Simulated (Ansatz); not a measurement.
# Point defect: Zn vacancy in ZnS

Method: DFT PBE, scalar-relativistic, plane waves, PAW (Ansatz 0.2.0). Run with 420 eV cutoff, 2×2×2 k-mesh, Gaussian smearing of 0.01 eV, collinear spin in charge -1, -2 alone.

Host crystal, relaxed:

```xyz
4
Lattice="3.8441 0.0000 0.0000 -1.9220 3.3291 0.0000 0.0000 0.0000 6.3046" Properties=species:S:1:pos:R:3 pbc="T T T"
Zn    0.0000    2.2194    0.0017
Zn    1.9220    1.1097    3.1540
S     0.0000    2.2194    2.3626
S     1.9220    1.1097    5.5149
```

Supercell of 16 atoms, rows in host cell vectors: 0 0 1; -2 -2 0; 2 0 0. Atoms relax at the host's cell, keeping the symmetry that the supercell leaves at the site. The cell is small, so energies carry finite-size errors of tenths of an eV. The host's Kohn–Sham gap is 2.08 eV. Atoms are taken from and returned to the elements' standard states. Charged cells are corrected for image charges with the computed static dielectric tensor (mean 9.2) and aligned with the host's potential at far atoms (alignment terms reach 1.35 eV; the program doubts the alignment in some charges, where it is up to 1.35 eV). No band-filling term is added, and the Fermi level counts from the host's valence band top.

Starting moments were lost in some runs.

Defect: Zn vacancy at (0.333, 0.667, 0.000) of the host cell.

What is the formation energy of the neutral defect?

3.90 eV.

Does the neutral defect carry a moment, and how do its surroundings relax?

The neutral run had no spin polarisation, so a moment wasn't tested. The nearest neighbours before are 4 S at 2.36 Å; after relaxation the atoms near the site are 1 S at 2.29 Å, 3 S at 2.38 Å; the largest move is 0.08 Å.

Charges 0, -1, -2 were computed. Which is stable where in the gap?

Among the charges computed the stable one is 0 at the valence band top, changing to -1 at 0.29 eV, changing to -2 at 0.95 eV. In charge 0, -1 the cell has partly filled bands: a level of the defect may be part filled, the carrier may sit in the host's bands, or levels may cross between the k points, so transitions that involve it are doubtful. Without the alignment that the program doubts, the level (0/-1) would lie at -0.53 eV, outside the gap, so these runs don't decide whether the defect changes charge there. Levels between neighbouring charges: (0/-1) 0.29 eV, (-1/-2) 0.95 eV.

Cost: 4 runs of about 2.6 core-minutes in all, on Arm Neoverse V2 (shared hosts).